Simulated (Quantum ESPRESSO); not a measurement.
**Co under changes of volume**

One of the cells (10.688 Å³/atom); the others are scaled copies at fixed shape and fractional positions:

```
Co
1.0
     2.47056    0.00000    0.00000
    -1.23528    2.13957    0.00000
     0.00000    0.00000    8.08823
Co
4
Direct
  0.66667 0.33333 0.75000
  0.00000 0.00000 0.50000
  0.33333 0.66667 0.25000
  0.00000 0.00000 0.00000
```

```yaml
Program: Quantum ESPRESSO 7.5
Functional: LDA
Potentials_or_basis: GBRV 1.5 LDA
Cutoff: 762 eV
Density_cutoff: 6095 eV
k_mesh: 10 × 10 × 3
Occupations: fermi-dirac, width 0.05 eV
Spin: collinear spin, ferromagnetic start
Starting_moments: "[2.0, 2.0, 2.0, 2.0] μB"
```

```csv
volume (Å³/atom),energy over the lowest point (meV/atom),pressure (GPa),moment (μB per cell)
10.047,0.00,1.0,6.52
10.261,2.00,-4.5,6.59
10.475,11.04,-9.4,6.63
10.688,26.38,-13.8,6.66
10.902,47.27,-17.7,6.69
11.116,73.08,-21.2,6.71
11.330,?,?,?
```

Task: What does the run at 11.330 Å³/atom give?

Result: Energy over the lowest point 103.29 meV/atom; pressure -24.3 GPa; moment 6.72 μB per cell.

Worked out: A Birch-Murnaghan fit of order 3 (a polynomial in V^(-2/3)) to the other rows has its minimum at 10.10 Å³/atom with B0 = V·E''(V) = 276 GPa and B' = 4.9 at fixed shape and positions, which overstates the stiffness. It gives 103.22 meV/atom at 11.330 Å³/atom, against the run's 103.29, and -dE/dV = -24.1 GPa, against -24.3. A parabola through the other rows of the moment, of slope 0.00156 μB per Å³/atom there, extrapolates to 6.71 μB, against the run's 6.72.

Energies are extrapolated to zero smearing.
